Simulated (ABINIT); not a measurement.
The system is BaS.

```
Ba S
1.0
     0.00000    3.19375    3.19375
     3.19375    0.00000    3.19375
     3.19375    3.19375    0.00000
Ba S
1 1
Cartesian
  0.0000 0.0000 0.0000
  3.1938 3.1938 3.1938
```

Program: ABINIT 10.8.3 (patched build). Alike in all runs: task band structure; no spin polarisation; cell as given; k mesh 7 × 7 × 7; smearing fermi-dirac 0.05 eV.

Order these runs on this cell by their band gap on the k mesh, lowest first.
A. level TB-mBJ; potentials or basis JTH PAW LDA v2.0; cutoff (eV) 653; fine-grid cutoff 1251.72 eV
B. level r2SCAN; potentials or basis JTH PAW PBE v2.0; cutoff (eV) 653; fine-grid cutoff 1251.72 eV
C. level PBE; potentials or basis JTH PAW PBE v2.0; cutoff (eV) 544; fine-grid cutoff 1088.46 eV

C (2.18 eV), B (2.53 eV), A (3.27 eV).

Caveats: this set's barium file shifts pressures by 1.5 GPa and gaps by 0.1 eV against other sets; spin-orbit coupling is left out, which moves the levels of the heavy elements; the constant c of TB-mBJ comes from the pseudo density here, which moves gaps by up to 0.3 eV between sets of potentials (some runs).

A k mesh can miss the band edges.
